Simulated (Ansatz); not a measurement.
**SrTiO3 at a changed volume: Field gradients at the nuclei**

The cell is a structure deposited in the COD, relaxed with PBE at fixed cell and then changed (volume scaled by 1.04, ions relaxed).

```
CELL_PARAMETERS angstrom
3.95639 0.00000 0.00000
0.00000 3.95639 0.00000
0.00000 0.00000 3.95639
ATOMIC_POSITIONS crystal
Sr 0.00000 0.00000 0.00000
Ti 0.50000 0.50000 0.50000
O 0.00000 0.50000 0.50000
O 0.50000 0.00000 0.50000
O 0.50000 0.50000 0.00000
```

Atom numbers follow the list; atoms alike are taken as one site, whose name carries the number of the first.

Level of theory: DFT, PBE, plane waves and PAW, scalar-relativistic, 420 eV cutoff, Γ-centred 8×8×8 k-points, Fermi–Dirac smearing 0.02 eV (Ansatz 0.2.0).

V_zz is the principal component of the electric field gradient with the largest magnitude, η = (V_xx − V_yy)/V_zz and C_Q = eQV_zz/h. Directions are in the Cartesian axes of the cell vectors above, for the atom listed; none is given where the gradient is under 0.02 or η is above 0.95.

(1) Which values are expected at the nuclei?

## Answers

(1) 

```json
{"site": "Sr", "first atom": "1", "first shell": "12 O at 2.80 Å", "V_zz (10²¹ V/m²)": "0.00", "η": "–", "direction of V_zz (x, y, z)": "–"}
{"site": "Ti", "first atom": "2", "first shell": "6 O at 1.98 Å", "V_zz (10²¹ V/m²)": "0.00", "η": "–", "direction of V_zz (x, y, z)": "–"}
{"site": "O", "first atom": "3", "first shell": "2 Ti at 1.98 Å, angle 180°; also 4 Sr at 2.80 Å", "V_zz (10²¹ V/m²)": "1.68", "η": "0.00", "direction of V_zz (x, y, z)": "1.00 0.00 0.00"}
```

An axis of threefold or higher order runs through O, so V_zz lies along it and η is zero. Sr and Ti sit on a cubic site, where every gradient vanishes.

This high-symmetry form of SrTiO3 is unstable when cold, to tilts of the octahedra. The symmetry of the cell holds that distortion back, wholly or in part, and it would change the field gradients, the more the larger the distortion.
